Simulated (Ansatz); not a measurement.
RbCl: the gap against volume

RbCl, Fm-3m, a = 6.698 Å. Ansatz: PBE, PAW, 420 eV, Γ-centred 6×6×6 mesh on 2 atoms, Gaussian smearing 0.02 eV; no spin polarisation. Symmetry fixes shape and atoms, so the cell is only scaled; x = ln(V/V0) with V0 = 37.566 Å³/atom. The gap is read at the mesh points alone.

```
      x gap y (eV)
-0.1278       5.252
-0.0943       5.137
-0.0619       5.030
-0.0305       4.930
 0.0000       4.835
 0.0296       4.747
 0.0583       4.663
 0.0953           ?
```

**Question.** Fit a straight line to the other rows, give the volume deformation potential of the gap and its pressure coefficient, and predict the missing gap. B0 = 14.2 GPa.

**Answer.** Means x = -0.03237, y = 4.9420; Σ(Δx)² = 0.02693, ΣΔxΔy = -0.08513; the slope is their ratio. y = 4.8397 − 3.1614 x. The slope is the deformation potential a = dE_g/d ln V = -3.16 eV, and dE_g/dP = −a/B0 = 223 meV/GPa. At x = 0.0953 the fit asked for gives 4.538 eV. The run gave 4.558 eV, so the fit is 0.020 eV too low, 2.9 % of the span of the series, against an rms of 0.006 eV on the fitted rows. The row lies outside the fitted range. With a term in x² added, a fit to the same known rows predicts 4.560 eV, so most of the miss is curvature that the known rows already hold.

Semilocal functionals give gaps under the measured ones; changes of the gap mostly carry over better.